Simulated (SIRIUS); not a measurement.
Moving the dispersion correction in Rh

It takes space group Fm-3m (No. 225, cubic). The conventional cell has a = 3.796 Å, b = 3.796 Å, c = 3.796 Å, α = 90.00°, β = 90.00°, γ = 90.00°. Around Rh (site symmetry m-3m) lie 12 Rh at 2.68 Å.

Kept alike: task equation of state; functional PBE; k mesh 12 × 12 × 12; occupations fermi-dirac, width 0.05 eV; no spin polarisation. Program: SIRIUS, all-electron FP-LAPW, apw+lo standard, cutoff 177 eV. The mesh is that of the run's cell of 1 atom. No spin-orbit coupling.

| dispersion correction | volume (Å³/atom) | bulk modulus (GPa) |
| --- | --- | --- |
| D3(zero) | 13.599 | 284.3 |
| D3(BJ) | 13.615 | 283.6 |
| D4 | 13.564 | 289.6 |
| none | 14.015 | 253.8 |

For a metal such a mesh leaves the last digits unconverged. Volume and modulus come from cells scaled at fixed shape and fractions.

The volume runs from 13.564 (D4) to 14.015 Å³/atom (none). Against no correction: D3(zero) -3.0 %; D3(BJ) -2.9 %; D4 -3.2 %. Dispersion terms mostly attract and so lower the volume; the schemes' coefficients and damping set how far. The bulk modulus runs from 253.8 (none) to 289.6 GPa (D4). Measured: 264 GPa (pmc:11535440, doi:10.1038/s41598-024-78006-0); nearest none, 10.2 GPa off. The runs are for a static lattice.

Adding any of the dispersion corrections contracts rhodium and stiffens it, and across all four rows a smaller volume goes with a larger bulk modulus. The choice between corrections matters much less than whether one is used at all. Cohesion here comes mainly from the partly filled 4d band, with dispersion only a supplement. The added attraction shifts the balance against short-range repulsion to a smaller volume, where the energy curve is steeper, so much of the stiffening is probably a consequence of the compression itself.

The uncorrected modulus lies below the measured 264 GPa, while all the corrected ones overshoot it. This suggests that pairwise terms built on atom-like polarisabilities overbind a dense metal, whose conduction electrons screen such fluctuations. PBE alone, however, tends to make late 4d metals slightly too large and too soft, so a contraction is in itself a change in the right direction. The closer modulus without a correction therefore doesn't show that dispersion is negligible in rhodium.
